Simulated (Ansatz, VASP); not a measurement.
## Te2Mo: VASP beside Ansatz

Aim: how closely do two programs agree when they are given the same cell, functional and k mesh? The structure shown is the end of the Ansatz relaxation below.

Program: Ansatz 0.2.0. Level of theory: plane waves, with VASP 6.6.1 beside it; single point at PBEsol. Results are calculated unless marked as measured.

**1. The starting structure**

The cell holds 3 atoms: 1 Mo and 2 Te. Its edges and angles: a = 3.425 Å, b = 3.425 Å, c = 34.400 Å, α = 90.0°, β = 90.0°, γ = 120.0°. Vacuum lies along c.

**2. Ansatz: relaxation, PBEsol**

Ansatz runs on its PAW soft_1 files.

This run makes the geometry at which the two programs are then compared.

input.yaml reads:

```yaml
crystal:
  lattice:
    - [4.42844324, 0.0, 0.0]
    - [-2.21422162, 3.8351443451, 0.0]
    - [0.0, 0.0, 34.4]
  atoms:
    - { symbol: Mo, position: [0.0, 0.0, 0.5] }
    - { symbol: Te, position: [0.3333333333, 0.6666666667, 0.5523094446] }
    - { symbol: Te, position: [0.6666666667, 0.3333333333, 0.4476905554] }
  periodic: [true, true, false]
kpoints:
  mp_grid: { grid: [6, 6, 1] }
hamiltonian:
  xc: pbesol
  pseudopotentials: { kind: paw, azcp: { folder: soft_1 }, xc_functional: pbe }
scf:
  occupations: { method: fermi_dirac, width: 0.02 }
relax:
  f_tol: 0.01
  max_steps: 100
  cell: {}
```

Run with:

```bash
$ ansatz run input.yaml --threads 4 --pin off --max-ram 17510MiB --backend cpu --events-out ev --progress --plain --runs-dir out
```

Numbers of over 12 decimals in the logs are rounded to 6 here.

Log:

```text
Engine: ansatz 0.2.0, aarch64-unknown-linux-gnu
Pseudopotentials: kind: paw
Pseudopotential: Mo, paw, valence charge 14, recommended cutoff 420 eV (normal), soft_1/Mo.paw.azcp
Pseudopotential: Te, paw, valence charge 16, recommended cutoff 420 eV (normal), soft_1/Te.paw.azcp
Functional definition: PBEsol
  exchange = pbesol_x
  correlation = pbesol_c
Crystal: 3 atoms, lattice volume = 584.240 Å³
Basis set: ecut = 420 eV, 11509 PW (Γ), exchange–correlation on 60×60×480 points (8 copies of the dense FFT grid, shifted against one another)
Bands: 28, of which v1, the nominal top of the filled ones, is band 23 counted from 1 (22 counted from 0)
Symmetry: 12 space group operations
Space group: P-3m1 (ITA 164), of the structure as read, at distance tolerance 8.4e-5 Å
k-points: 7 of 36
Non-local potential: Mo, projectors of the file, l = 0: 3, l = 1: 2, l = 2: 2, l = 3: 1
Non-local potential: Te, projectors of the file, l = 0: 2, l = 1: 2, l = 2: 2, l = 3: 1
PAW form: soft (Blöchl's): semilocal exchange-correlation on the pseudo side does not see the compensation charge
PAW frozen core: Mo, regenerated for the run's functional, and the local potential with it (the file was generated under x = pbe(κ = 0.804, μ = 0.219515), c = pbe(β = 0.066725))
PAW frozen core: Te, regenerated for the run's functional, and the local potential with it (the file was generated under x = pbe(κ = 0.804, μ = 0.219515), c = pbe(β = 0.066725))
PAW one-centre angular grid: Mo, 590 points (default); XC on 64 Gauss nodes
PAW one-centre angular grid: Te, 590 points (default); XC on 64 Gauss nodes
Initial density: superposition of atomic densities (neutral atoms: chi_scale 0, normalization atom)
Initial wavefunctions: pseudopotential atomic-orbital guess
Functional: x = pbesol(κ = 0.804, μ = 0.123457), c = pbesol(β = 0.046)
SCF iter   1: F=—  HF=-18699.286245 eV  |F-HF|=—  |Δ(HF+E_count)|=         —  Δρ=3.01e-2  dr2=1.32e1  ethr=3.10e-3  ⟨swp⟩=14.4  Hψ=1220  notcnv=0
preconditioner: auto → LDOS  [insulator: Δε(μ)=0.079 eV  Ē_g=5.950 eV  σ=0.020 eV  W_gap=0.74  n_scr=60 (ndim 8)  ℏωp=6.5 eV  f_vac=0.772  D(μ)=1.05/eV (n_scr^D=6)  ε∞_Penn≈2.2  β→1.0]
SCF iter   2: F=—  HF=-18698.858333 eV  |F-HF|=—  |Δ(HF+E_count)|=   4.28e-1  Δρ=3.94e-2  dr2=2.72e1  ethr=3.10e-3  ⟨swp⟩=4.1  Hψ=541  notcnv=0
SCF iter   3: F=—  HF=-18697.407103 eV  |F-HF|=—  |Δ(HF+E_count)|=    1.45e0  Δρ=7.94e-3  dr2=2.79e-1  ethr=3.10e-3  ⟨swp⟩=3.6  Hψ=416  notcnv=1  defer=2
SCF iter   4: F=—  HF=-18697.565819 eV  |F-HF|=—  |Δ(HF+E_count)|=   1.59e-1  Δρ=1.25e-2  dr2=1.93e0  ethr=6.07e-4  ⟨swp⟩=3.0  Hψ=385  notcnv=0  defer=2  recentre
SCF iter   5: F=—  HF=-18697.461419 eV  |F-HF|=—  |Δ(HF+E_count)|=   1.04e-1  Δρ=8.87e-3  dr2=8.67e-1  ethr=6.07e-4  ⟨swp⟩=2.9  Hψ=344  notcnv=0
SCF iter   6: F=—  HF=-18697.405911 eV  |F-HF|=—  |Δ(HF+E_count)|=   5.55e-2  Δρ=3.43e-3  dr2=1.18e-1  ethr=6.07e-4  ⟨swp⟩=2.1  Hψ=243  notcnv=0
SCF iter   7: F=—  HF=-18697.398182 eV  |F-HF|=—  |Δ(HF+E_count)|=   7.73e-3  Δρ=1.35e-3  dr2=1.48e-2  ethr=2.56e-4  ⟨swp⟩=2.0  Hψ=254  notcnv=0
SCF iter   8: F=—  HF=-18697.397297 eV  |F-HF|=—  |Δ(HF+E_count)|=   8.84e-4  Δρ=3.63e-4  dr2=1.17e-3  ethr=3.21e-5  ⟨swp⟩=2.1  Hψ=286  notcnv=0
SCF iter   9: F=—  HF=-18697.397209 eV  |F-HF|=—  |Δ(HF+E_count)|=   8.80e-5  Δρ=1.44e-4  dr2=2.21e-4  ethr=2.55e-6  ⟨swp⟩=2.4  Hψ=245  notcnv=0
SCF iter  10: F=—  HF=-18697.397198 eV  |F-HF|=—  |Δ(HF+E_count)|=   1.12e-5  Δρ=1.27e-4  dr2=1.15e-4  ethr=4.81e-7  ⟨swp⟩=1.9  Hψ=227  notcnv=0
SCF iter  11: F=—  HF=-18697.397188 eV  |F-HF|=—  |Δ(HF+E_count)|=   1.00e-5  Δρ=9.07e-6  dr2=6.38e-7  ethr=2.50e-7  ⟨swp⟩=1.7  Hψ=216  notcnv=0
SCF iter  12: F=—  HF=-18697.397311 eV  |F-HF|=—  |Δ(HF+E_count)|=   1.23e-4  Δρ=2.53e-6  dr2=8.34e-8  ethr=2.17e-10  ⟨swp⟩=5.3  Hψ=1006  notcnv=0
SCF iter  13: F=-18697.397311 eV  HF=-18697.397311 eV  |F-HF|=4.36e-9  |Δ(HF+E_count)|=   1.97e-8  Δρ=4.46e-7  dr2=1.31e-9  ethr=1.81e-10  ⟨swp⟩=3.4  Hψ=648  notcnv=0
SCF 1 converged in 13 iterations: F = -18697.397311 eV  dr2 = 1.31e-9
  greatest PAW one-centre occupation: 0.998 electrons in one spin orbital (limit 2), on the Mo atom at site 0 (counted from 0), in its partial waves of l = 0
relax step   1: F+E_penalty+E_count = -18697.39731125 eV  Δ(F+E_penalty+E_count) = +0.000e0 eV  max|allowed force component| = 2.251e0 eV/Å  Δτ_max = 0.0000 Å  P = -11.355 N/m  Ω = 584.240 Å³  fix = [c, alpha, beta]  reactions: c -0.000 N/m  (13 SCF iters, dr2 threshold 1.00e-7 eV, accepted)
[...]
relax step   7: F+E_penalty+E_count = -18700.97988402 eV  Δ(F+E_penalty+E_count) = -1.180e-1 eV  max|allowed force component| = 2.281e-1 eV/Å  Δτ_max = 0.1286 Å  P = +1.080 N/m  Ω = 339.842 Å³  energy of the carried Pulay correction = +8.216e-3 eV  fix = [c, alpha, beta]  reactions: c +0.000 N/m  (7 SCF iters, dr2 threshold 3.00e-7 eV, accepted)
[...]
relax step   8: F+E_penalty+E_count = -18700.99665779 eV  Δ(F+E_penalty+E_count) = -1.677e-2 eV  max|allowed force component| = 1.455e-2 eV/Å  Δτ_max = 0.0416 Å  P = -0.138 N/m  Ω = 350.587 Å³  energy of the carried Pulay correction = +7.660e-3 eV  fix = [c, alpha, beta]  reactions: c -0.000 N/m  (6 SCF iters, dr2 threshold 3.00e-7 eV, accepted)
[...]
relax step   9: F+E_penalty+E_count = -18700.99691582 eV  Δ(F+E_penalty+E_count) = -2.580e-4 eV  max|allowed force component| = 6.248e-5 eV/Å  Δτ_max = 0.0036 Å  P = -0.000 N/m  Ω = 349.423 Å³  energy of the carried Pulay correction = +7.719e-3 eV  fix = [c, alpha, beta]  reactions: c -0.000 N/m  (5 SCF iters, dr2 threshold 2.58e-8 eV, accepted)
[...]
relax step  10: F+E_penalty+E_count = -18700.99363119 eV  Δ(F+E_penalty+E_count) = +3.285e-3 eV  max|allowed force component| = 1.256e-3 eV/Å  Δτ_max = 0.0000 Å  P = -0.021 N/m  Ω = 349.423 Å³  fix = [c, alpha, beta]  reactions: c -0.000 N/m  stress off target by 2.09e-2 N/m on what of the cell is left free  SCF on the basis re-selected at this cell (its energy is not comparable with the rows above)  (7 SCF iters)
basis re-selected at this cell: Δ(F+E_penalty+E_count) = +3.285e-3 eV, ΔP = -0.021 N/m vs the last step (what re-selecting the basis moved, of the pressure what is left beyond the Pulay correction that the steps carried, after the strain that the cell walked since its last selection, with what the two solves' SCF thresholds leave and, on support functions, any second-order correction that the steps lacked; it is no measure of the basis error at this ecutwfc). The dense FFT grid was sized anew with the basis: this SCF ran on 24×24×240 points, the steps before it on 30×30×240, so part of this shift can come from that change (see relax.cell in the input reference). [rest of the remark cut]
SCF converged after 7 iterations
Free energy (F): -18700.993631 eV
Harris-Foulkes:  -18700.993631 eV  (|F-HF|=1.42e-10)
Internal energy: -18700.990496 eV  (E = F + TS)
E sigma→0 (E₀):  -18700.992064 eV
Entropy (-TS):   -0.003135 eV (-1.045 meV/atom)
Fermi energy:    -4.124992 eV
--- Per-component energies (eV) ---
  E_band       = -1362.781530
  E_kinetic    = 769.370698
  E_local      = -130341.527395  (includes V_loc(G=0)·N_el)
  E_nonlocal   = 289.078934
  E_hartree    = 64649.611211
  E_xc         = -418.616399
  E_vxc        = -423.515764  (∫ρ·V_xc dr)
  E_paw        = -12342.955696  (= ΣΔE_a)
  E_vpaw       = -955.410823  (= ΣTr[D̂ρ^β])
  E_aug_tail   = 0.000217  (compensation charges beyond the density's cutoff)
  E_ewald      = 58693.089011
  E_core_change = 0.958922  (= ΣΔE_core)
  E_smearing   = -0.003135  (= −TS)
  E_closure    = -0.000000  (closes the sum)
  Σ components = -18700.993631   (vs F -18700.993631, Δ=0.00e0)
--- Forces (eV/Å), atoms counted from 1 ---
  atom   1  Mo     0.00000000     0.00000000     0.00000000
  atom   2  Te     0.00000000     0.00000000     0.00125621
  atom   3  Te     0.00000000     0.00000000    -0.00125621
  max |Σ_I F_I| component: 0.00e0 eV/Å
--- 2D stress c σ (N/m, compression-positive) ---
       -0.020937      -0.000000      -0.000000
       -0.000000      -0.020937      -0.000000
       -0.000000      -0.000000      -0.000000
  P = ½ c Tr σ = -0.0209 N/m
--- Relaxed structure (9 steps of the walk, 9 accepted, 1 SCFs on fresh bases) ---
  F+E_penalty+E_count = -18700.99363119 eV   max|allowed force component| = 1.256e-3 eV/Å   (the final SCF, on the basis selected at the relaxed cell)
  cell:  # Å, volume = 349.4228 Å³
    - [3.424768, 0, 0]
    - [-1.712384, 2.965936, 0]
    - [0, 0, 34.4]
  atoms:
    - { symbol: Mo, position: [0, 0, 0.5] }
    - { symbol: Te, position: [0.333333, 0.666667, 0.554315] }
    - { symbol: Te, position: [0.666667, 0.333333, 0.445685] }
```

**3. VASP: single point, PBEsol**

The same cell, functional, mesh and smearing now go to VASP, with its own data sets.

Lines of VASP's logs that name or quote its potential files are left out, and so is its time.

INCAR reads:

```
SYSTEM = Te2Mo
PREC = Accurate
ENCUT = 400
EDIFF = 1E-06
NELM = 120
ISMEAR = -1
SIGMA = 0.02
LREAL = .FALSE.
ALGO = Normal
GGA = PS
NBANDS = 19
LASPH = .TRUE.
LORBIT = 11
LWAVE = .FALSE.
LCHARG = .FALSE.
ISIF = 2
LDIPOL = .TRUE.
IDIPOL = 3
DIPOL = 0.5 0.5 0.5
LVHAR = .TRUE.
GGA_COMPAT = .FALSE.
NELMDL = -8
```

POSCAR reads:

```
Te2Mo
1.0
    3.4247675493      0.0000000000      0.0000000000
   -1.7123837746      2.9659356997      0.0000000000
    0.0000000000      0.0000000000     34.4000000000
Mo Te
1 2
Direct
    0.0000000000      0.0000000000      0.5000000000
    0.3333333333      0.6666666667      0.5543146215
    0.6666666667      0.3333333333      0.4456853785
```

KPOINTS reads:

```
Automatic mesh
0
Gamma
6 6 1
0 0 0
```

PAW data sets: Mo_sv and Te (PBE family, release 64).

Run with:

```bash
$ mpirun -np 1 vasp_std
```

Log:

```text
[banner, memory and clock lines left out]
running    1 mpi-ranks, on    1 nodes
 distrk:  each k-point on    1 cores,    1 groups
 distr:  one band on    1 cores,    1 groups

 POSCAR found type information on POSCAR MoTe
 POSCAR found :  2 types and       3 ions
|                                                                             |
|               ----> ADVICE to this user running VASP <----                  |
|                                                                             |
|     You enforced a specific xc type in the INCAR file but a different       |
|     [... a line on the potential file left out ...]
|     I HOPE YOU KNOW WHAT YOU ARE DOING!                                     |
|                                                                             |

 LDA part: xc-table for (Slater+PW92), standard interpolation
 POSCAR, INCAR and KPOINTS ok, starting setup
 FFT: planning ... GRIDC
 FFT: planning ... GRID_SOFT
 FFT: planning ... GRID
 WAVECAR not read
 entering main loop
       N       E                     dE             d eps       ncg     rms          rms(c)
DAV:   1     0.120774385992E+03    0.12077E+03   -0.10952E+04   378   0.805E+02
DAV:   2    -0.102204491755E+02   -0.13099E+03   -0.12949E+03   389   0.177E+02
DAV:   3    -0.196859935577E+02   -0.94655E+01   -0.94043E+01   398   0.439E+01
DAV:   4    -0.198661491414E+02   -0.18016E+00   -0.17908E+00   390   0.610E+00
DAV:   5    -0.198685467653E+02   -0.23976E-02   -0.23967E-02   373   0.773E-01
DAV:   6    -0.198686340307E+02   -0.87265E-04   -0.87265E-04   397   0.111E-01
DAV:   7    -0.198686350256E+02   -0.99495E-06   -0.99515E-06   370   0.111E-02
DAV:   8    -0.198686350647E+02   -0.39011E-07   -0.38761E-07   294   0.170E-03    0.165E+01
DAV:   9    -0.193885321455E+02    0.48010E+00   -0.38906E+00   289   0.116E+01    0.615E+00
DAV:  10    -0.194101824562E+02   -0.21650E-01   -0.46006E+00   286   0.965E+00    0.439E+00
DAV:  11    -0.191257802993E+02    0.28440E+00   -0.16723E+00   269   0.625E+00    0.147E+00
DAV:  12    -0.191278674649E+02   -0.20872E-02   -0.71773E-02   323   0.145E+00    0.864E-01
DAV:  13    -0.191219440296E+02    0.59234E-02   -0.32280E-02   295   0.107E+00    0.202E-01
DAV:  14    -0.191219134859E+02    0.30544E-04   -0.10006E-03   344   0.185E-01    0.144E-01
[...]
DAV:  20    -0.191226180877E+02   -0.11331E-03   -0.48821E-06   303   0.950E-03    0.752E-03
DAV:  21    -0.191226560644E+02   -0.37977E-04   -0.14539E-06   274   0.628E-03    0.821E-03
DAV:  22    -0.191226788839E+02   -0.22819E-04   -0.35637E-07   266   0.194E-03    0.611E-03
DAV:  23    -0.191226909894E+02   -0.12105E-04   -0.19875E-07   245   0.185E-03    0.197E-03
DAV:  24    -0.191226972129E+02   -0.62235E-05   -0.15365E-07   245   0.143E-03    0.114E-03
DAV:  25    -0.191226988010E+02   -0.15882E-05   -0.19677E-08   221   0.528E-04    0.101E-03
DAV:  26    -0.191226998017E+02   -0.10007E-05   -0.15779E-08   207   0.336E-04    0.292E-04
DAV:  27    -0.191226999783E+02   -0.17662E-06   -0.16319E-09   188   0.185E-04
   1 F= -.19122700E+02 E0= -.19121133E+02  d E =-.313364E-02
```

Parts of OUTCAR (step 3):

```text
ion  position               nearest neighbor table
   1  0.000  0.000  0.500-   2 2.72   3 2.72   2 2.72   3 2.72   3 2.72   2 2.72
   2  0.333  0.667  0.554-   1 2.72   1 2.72   1 2.72
   3  0.667  0.333  0.446-   1 2.72   1 2.72   1 2.72

  LATTYP: Found a hexagonal cell.
 ALAT       =     3.4247675493
 C/A-ratio  =    10.0444773272

 Subroutine GETGRP returns: Found 12 space group operations
 (whereof 12 operations were pure point group operations)

The static configuration has the point symmetry D_3d.

 Found      7 irreducible k-points:

   k-points           NKPTS =      7   k-points in BZ     NKDIM =      7   number of bands    NBANDS=     19

   dimension x,y,z NGX =    24 NGY =   24 NGZ =  224
   dimension x,y,z NGXF=    48 NGYF=   48 NGZF=  448

   ENCUT  =  400.0 eV  29.40 Ry    5.42 a.u.   5.58  5.58 56.10*2*pi/ulx,y,z

   NELECT =      26.0000    total number of electrons

 k-points in reciprocal lattice and weights: Automatic mesh
   0.00000000  0.00000000  0.00000000       0.028
   0.16666667  0.00000000  0.00000000       0.167
   0.33333333  0.00000000  0.00000000       0.167
   0.50000000  0.00000000  0.00000000       0.083
   0.16666667  0.16666667  0.00000000       0.167
   0.33333333  0.16666667  0.00000000       0.333
   0.33333333  0.33333333  0.00000000       0.056

 dipolmoment           0.000000      0.000000      0.000000 electrons x Angstroem

 average (electrostatic) potential at core
       1 -83.2670       2 -96.0988       3 -96.0988

 E-fermi :  -1.3873

 k-point     1 :       0.0000    0.0000    0.0000
  band No.  band energies     occupation
    ...
      9      -3.8869      2.00000
     10      -3.8869      2.00000
     11      -3.0153      2.00000
     12      -2.2238      2.00000
     13      -2.2238      2.00000
     14       0.2530      0.00000
     15       0.2530      0.00000
     16       2.0719      0.00000
     17       2.3064      0.00000
     18       2.3639      0.00000
    ...

 k-point     2 :       0.1667    0.0000    0.0000
  band No.  band energies     occupation
    ...
      9      -3.8106      2.00000
     10      -3.7668      2.00000
     11      -3.2793      2.00000
     12      -2.7549      2.00000
     13      -2.5527      2.00000
     14      -0.8544      0.00000
     15       0.1753      0.00000
     16       0.6258      0.00000
     17       1.8664      0.00000
     18       2.5489      0.00000
    ...

 k-point     3 :       0.3333    0.0000    0.0000
  band No.  band energies     occupation
    ...
      9      -5.5780      2.00000
     10      -4.0891      2.00000
     11      -4.0446      2.00000
     12      -3.3162      2.00000
     13      -2.2877      2.00000
     14      -0.9470      0.00000
     15      -0.4147      0.00000
     16       0.8227      0.00000
     17       1.6436      0.00000
     18       3.4919      0.00000
    ...

  Total       -0.0602440     -0.0602440      0.0105261     -0.0000000      0.0000000     -0.0000000
  in kB       -0.2762313     -0.2762313      0.0482642     -0.0000000      0.0000000     -0.0000000
  external PRESSURE =      -0.1680661 kB  Pullay stress =       0.0000000 kB

  energy-cutoff  :      400.00
  volume of cell :      349.42
      direct lattice vectors                 reciprocal lattice vectors
     3.424767549  0.000000000  0.000000000     0.291990620  0.168580863  0.000000000
    -1.712383775  2.965935700  0.000000000     0.000000000  0.337161726  0.000000000
     0.000000000  0.000000000 34.400000000     0.000000000  0.000000000  0.029069767

 POSITION                                       TOTAL-FORCE (eV/Angst)
 -----------------------------------------------------------------------------------
      0.00000      0.00000     17.20000         0.000000      0.000000      0.000000
     -0.00000      1.97729     19.06842         0.000000      0.000000      0.030158
      1.71238      0.98865     15.33158        -0.000000     -0.000000     -0.030158
 -----------------------------------------------------------------------------------
    total drift:                                0.000000      0.000000      0.000000

  FREE ENERGIE OF THE ION-ELECTRON SYSTEM (eV)
  ---------------------------------------------------
  free  energy   TOTEN  =       -19.1226999783 eV

  energy  without entropy=      -19.1195663385  energy(sigma->0) =      -19.12113316

 vacuum level on the upper side and lower side of the slab         2.745         2.745

 total charge
# of ion       s       p       d       tot
------------------------------------------
    1        2.255   6.151   3.991  12.397
    2        1.388   1.961   0.068   3.417
    3        1.388   1.961   0.068   3.417
--------------------------------------------------
tot          5.030  10.074   4.127  19.231

[... 3 further parts left out ...]
```

This run has no spin polarisation, so a moment on Mo, if there is one, isn't seen.

**4. Side by side**

Known differences besides the potentials themselves: Ansatz cuts the interaction across the vacuum, VASP repeats the sheet with a dipole correction; the data sets hold 46 valence electrons in Ansatz (on its PAW soft_1 files) and 26 in VASP; the cutoff is 420 eV in Ansatz and 400 eV in VASP; Ansatz makes its cores anew for this functional, VASP keeps those of its PBE data sets. Total energies have different zeros and are not compared.

At this near-relaxed geometry the largest component of a force difference is 29 meV/Å. With vacuum in the cell, a pressure given here is an average over mostly empty space and none of the material.

**5. Outcome**

| Quantity | Value |
| --- | --- |
| r.m.s. force difference (single point, PBEsol) | 14 meV/Å |

In words: The r.m.s. force difference is 14 meV/Å (single point, PBEsol), beyond the 12 meV/Å picked in this series as the mark of a large difference. The data sets hold unlike numbers of valence electrons (46 in Ansatz and 26 in VASP), so part of the differences comes from the potentials. What causes the difference of the single point, PBEsol pair stays open here. How closely two codes agree says nothing of how well the functional describes the real material.

[Lines on the potential files, build, host, timing and source positions are cut from VASP's logs without a mark.]

[Logs are printed without paths, hosts, clocks, repeated set-up lines and the standing remarks that a program may print on its own settings, such as how far it seeks lower states.]

[Hosts, paths, dates, database ids (printed as entryN), source tags and the programs' standing remarks are cut or masked in the printed files.]
